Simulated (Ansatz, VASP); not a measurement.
## Two plane-wave programs on AlN

```
Al N
1.0
     3.27368    0.00000    0.00000
    -1.63684    2.83509    0.00000
     0.00000    0.00000    4.10814
Al N
2 2
Direct
  0.33333 0.66667 0.75000
  0.66667 0.33333 0.25000
  0.33333 0.66667 0.25000
  0.66667 0.33333 0.75000
```

Measurements of this composition are mostly on another form, of space group No. 186.

Alike in both runs: task relaxation of cell and atoms; functional LDA; k mesh 9 × 9 × 6; occupations gaussian, width 0.02 eV; no spin polarisation.

|  | VASP | Ansatz |
| --- | --- | --- |
| version | VASP 6.6.1 | Ansatz 0.2.0 |
| potentials or method | VASP PAW LDA potentials, release 64 (Al, N) | scalar-relativistic, plane waves, PAW |
| plane-wave cutoff (eV) | 600 | 420 |
| valence electrons in the cell | 16 | 16 |

|  | VASP | Ansatz | Ansatz less VASP |
| --- | --- | --- | --- |
| gap on the k mesh at the Fermi level, each at its own relaxed structure (eV) | 3.61 | 3.62 | +0.007 |
| relaxed volume (Å³/atom) | 9.55 | 9.53 | -0.024 |
| relaxed cell length with the largest relative difference (Å) | 3.279 | 3.276 | -0.0035 |

Ansatz warned: «pseudo_functional_mismatch».

Caveats: an odd mesh through Γ misses points on the zone boundary, where band edges often lie. A hybrid or GW would open this gap; LDA tends to underestimate it.
